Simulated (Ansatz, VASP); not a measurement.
**One calculation of Ru, two programs**

```xyz
2
Lattice="0.0000 2.6249 2.6249 2.6249 0.0000 2.6249 2.6249 2.6249 0.0000" Properties=species:S:1:pos:R:3 pbc="T T T"
Ru    0.6562    0.6562    0.6562
Ru    4.5936    4.5936    4.5936
```

Alike in both runs: task single point; functional revPBE; k mesh 11 × 11 × 11; occupations fermi-dirac, width 0.1 eV; no spin polarisation.

```csv
,VASP,Ansatz
version,VASP 6.6.1,Ansatz 0.2.0
potentials or method,"VASP PAW PBE potentials, release 64 (Ru_pv)","plane waves (420 eV) with PAW, scalar-relativistic"
plane-wave cutoff (eV),520,420
valence electrons in the cell,28,32
```

Ansatz gave:

| Property | Result |
| --- | --- |
| pressure (GPa) | 26.9 |

Q: Estimate VASP's values.

A: Pressure (GPa): 27.5.

The two sets of potentials don't hold the same shells in valence.

Caveats: so large a pressure means that the cell lies far from this level's equilibrium, or that cutoff or potentials fall short (VASP); the potentials were made for another functional, which shifts forces and pressure (VASP).
